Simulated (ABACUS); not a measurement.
## Pd: equation of state with AM05

Crystal: Pd.

```xyz
1
Lattice="0.0000 1.9465 1.9465 1.9465 0.0000 1.9465 1.9465 1.9465 0.0000" Properties=species:S:1:pos:R:3 pbc="T T T"
Pd    0.0000    0.0000    0.0000
```

* Program: ABACUS 3.10.1
* Task: equation of state
* Functional: AM05
* Potentials or basis: GBRV ultrasoft 1.5 PBEsol
* Cutoff: 544 eV
* Density cutoff: 4354 eV
* Basis: plane waves
* k mesh: 10 × 10 × 10
* Occupations: fermi-dirac, width 0.05 eV
* Spin: no spin polarisation

* Equilibrium volume: 14.55 Å³/atom
* Bulk modulus: 205 GPa
* Pressure derivative of the bulk modulus: 5.5 (rough: it moves with the points fitted)

Energy against volume, from the lowest point:
```
volume (Å³/atom)  energy (meV/atom)
          13.865              22.71
          14.455               0.00
          15.045               9.40
          15.635              43.43
```

All runs of the series together: 11 s on 4 threads of Intel(R) Xeon(R) Platinum 8488C (Sapphire Rapids), with other jobs on the host.

Caveat: the potentials were made for another functional, which shifts forces and pressure.
